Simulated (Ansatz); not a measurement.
A run of Ansatz 0.2.0 is set up as follows.

input.yaml

```yaml
crystal:
  lattice:
    - [-1.9796595667, 1.9796595667, 1.9796595667]
    - [1.9796595667, -1.9796595667, 1.9796595667]
    - [1.9796595667, 1.9796595667, -1.9796595667]
  atoms:
    - { symbol: Pb, position: [0.0, 0.0, 0.0] }
kpoints:
  mp_grid: { grid: [7, 7, 7] }
  band_path:
    path:
      - [0.0, 0.0, 0.0]
      - [0.5, -0.5, 0.5]
      - [0.0, 0.0, 0.5]
      - [0.0, 0.0, 0.0]
      - [0.25, 0.25, 0.25]
      - [0.5, -0.5, 0.5]
    npoints: 8
scf:
  occupations: { method: fermi_dirac, width: 0.05 }
hamiltonian:
  xc: pbesol
  pseudopotentials: { kind: all_electron, lapw: { basis_error: 0.001 } }
output:
  forces: true
  stress: true
  eigenvalues: true
```

Potentials or basis: all-electron LAPW, scalar-relativistic.

Run with:

```console
$ ansatz run input.yaml --threads 1 --pin off --max-ram 3072MiB --backend cpu --events-out ev --progress --plain --runs-dir out
```

(1) Predict the band gap along the path.

(2) Predict the pressure.

## Answers

(1) none (metal or under the smearing width).

(2) -2.2 GPa.

Caveat: spin-orbit coupling is left out, which moves the levels of the heavy elements.
